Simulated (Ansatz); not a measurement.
Computed with DFT PBE, scalar-relativistic, plane waves, PAW in Ansatz 0.2.0. All cells share a 420 eV cutoff and Γ-centred k meshes spaced at most about 0.3 Å⁻¹ (about 0.25 or finer for metals, 2π included). No spin polarisation.

Each guess is relaxed in cell and atoms at zero pressure, on a coarse mesh first where it starts far from rest and then on a converged one. The steps can't lower the symmetry of the start, but it can rise. Energies are static (0 K, no zero-point motion).

Two unrelaxed guesses for AsPt₄:

A.

Space group F-43m (No. 216). a = 7.779 Å, b = 7.779 Å, c = 7.779 Å, α = 90.00°, β = 90.00°, γ = 90.00°
```csv
atom,site,symmetry,x,y,z
As,4a,-43m,0.0000,0.0000,0.0000
Pt,16e,.3m,0.1200,0.1200,0.8800
```

B.

Space group I4/mmm (No. 139). a = 4.287 Å, b = 4.287 Å, c = 8.395 Å, α = 90.00°, β = 90.00°, γ = 90.00°
```csv
atom,site,symmetry,x,y,z
As,2a,4/mmm,0.0000,0.0000,0.0000
Pt,4e,4mm,0.0000,0.0000,0.2370
Pt,4c,mmm.,0.0000,0.5000,0.0000
```

Question: Which guess leads to the lower structure, and by how much?

Answer: B ends lower, by 0.72 eV/atom. A: F-43m at 23.5 Å³/atom → F-43m at 36.8 Å³/atom; B: I4/mmm at 15.4 Å³/atom → I4/mmm at 17.7 Å³/atom. Counting Pt atoms around As (those within 1.25 times the shortest such distance or 1.15 times the sum of covalent radii), the end of A has As 4 and the end of B has As 6. End of A. Conventional cell: a = 9.027 Å. As has 4 Pt at 2.31 Å; Pt has 1 As at 2.31 Å and 3 Pt at 2.62 Å. End of B. Conventional cell: a = 4.830 Å, c = 7.576 Å. As is surrounded by 6 Pt at 2.41–2.42 Å; Pt on a site of symmetry 4mm has 1 As at 2.42 Å and 5 Pt at 2.74–2.78 Å; Pt on a site of symmetry mmm is surrounded by 2 As at 2.41 Å and 4 Pt at 2.78 Å.

Ends held by symmetry can be saddle points. Neither end is the lowest form computed: that has space group Im-3m (No. 229) and lies 41 meV/atom below the better end. Even the lowest of the cells shown lies +0.15 eV/atom against the elements. Spin–orbit coupling, which can matter for Pt, is left out. Some candidate types were left out of the draw beforehand, so a known form may be missing.
